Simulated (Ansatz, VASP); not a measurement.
SiC in VASP and in Ansatz

INCAR

```
PREC = Accurate ; ENCUT = 520
EDIFF = 1E-6 ; ISMEAR = -1
SIGMA = 0.05 ; LREAL = False
LASPH = True ; NELM = 80
ALGO = Normal ; ISIF = 2
LWAVE = False ; LCHARG = True
GGA = PE ; LELF = True
LVHAR = True ; NBANDS = 11
```

File KPOINTS:

```
Automatic mesh
0
Gamma
  15 15 15
```

Contents of POSCAR:

```
SiC
1.0
    0.0000000000      1.9627274946      1.9627274946
    1.9627274946      0.0000000000      1.9627274946
    1.9627274946      1.9627274946      0.0000000000
Si C
1 1
Direct
    0.0000000000      0.0000000000      0.0000000000
    0.2500000000      0.2500000000      0.2500000000
```

Input for Ansatz:

```yaml
crystal:
  lattice:
    - [0.0, 1.9627274946, 1.9627274946]
    - [1.9627274946, 0.0, 1.9627274946]
    - [1.9627274946, 1.9627274946, 0.0]
  atoms:
    - { symbol: Si, position: [0.0, 0.0, 0.0] }
    - { symbol: C, position: [0.25, 0.25, 0.25] }
kpoints:
  mp_grid: { grid: [15, 15, 15] }
scf:
  occupations: { method: fermi_dirac, width: 0.05 }
hamiltonian:
  xc: pbe
  pseudopotentials: { kind: all_electron, lapw: { basis_error: 0.001 } }
output:
  forces: true
  stress: true
  eigenvalues: true
  populations: true
```

Change from the starting cell: volume scaled by 0.72, LAPW.

Alike in both runs: task single point; functional PBE; k mesh 15 × 15 × 15; occupations fermi-dirac, width 0.05 eV; no spin polarisation.

```csv
,VASP,Ansatz
version,VASP 6.6.1,Ansatz 0.2.0
potentials or method,"VASP PAW PBE potentials, release 64 (Si, C)","all-electron LAPW, scalar-relativistic"
plane-wave cutoff (eV),520,see its input
```

Ansatz gave:

| Item | Value |
| --- | --- |
| pressure (GPa) | 129.9 |

Q: Which values does VASP return?

A: Pressure (GPa): 130.0.

Ansatz ran all-electron here, so the differences hold the error of VASP's frozen core and of both bases.

Caveats: the cell as given lies far from equilibrium; so large a pressure means that the cell lies far from this level's equilibrium, or that cutoff or potentials fall short (VASP); an odd mesh through Γ misses points on the zone boundary, where band edges often lie.
